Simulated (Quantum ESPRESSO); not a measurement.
The system is RbBr.

```
Rb Br
1.0
     0.00000    3.42700    3.42700
     3.42700    0.00000    3.42700
     3.42700    3.42700    0.00000
Rb Br
1 1
Direct
  0.00000 0.00000 0.00000
  0.50000 0.50000 0.50000
```

```yaml
Program: Quantum ESPRESSO 7.5
Task: single point
Functional: PBE
Potentials_or_basis: SSSP 1.3 efficiency PBE
Cutoff: 816 eV
Density_cutoff: 5987 eV
k_mesh: 7 × 7 × 7
Occupations: fermi-dirac, width 0.05 eV
Spin: no spin polarisation
```

On this cell: pressure 1.0 GPa; largest force zero by symmetry; band gap on the k mesh 4.36 eV, direct.

The same run follows on a disturbed copy (atoms moved at random, drawn with an rms of 0.05 Å):

```
Rb Br
1.0
     0.00000    3.42700    3.42700
     3.42700    0.00000    3.42700
     3.42700    3.42700    0.00000
Rb Br
1 1
Cartesian
  0.0086 -0.0037 -0.0097
  3.4051 3.3998 3.4428
```

Question: What changes?

Answer: The energy moves by +0.7 meV/atom; pressure 1.0 GPa; largest force 0.058 eV/Å; band gap on the k mesh 4.36 eV, direct.

Forces in eV/Å, atoms in the order of the input:
```
Rb  -0.038 -0.029  0.032
Br   0.038  0.029 -0.032
```

Caveats: an odd mesh through Γ misses points on the zone boundary, where band edges often lie.
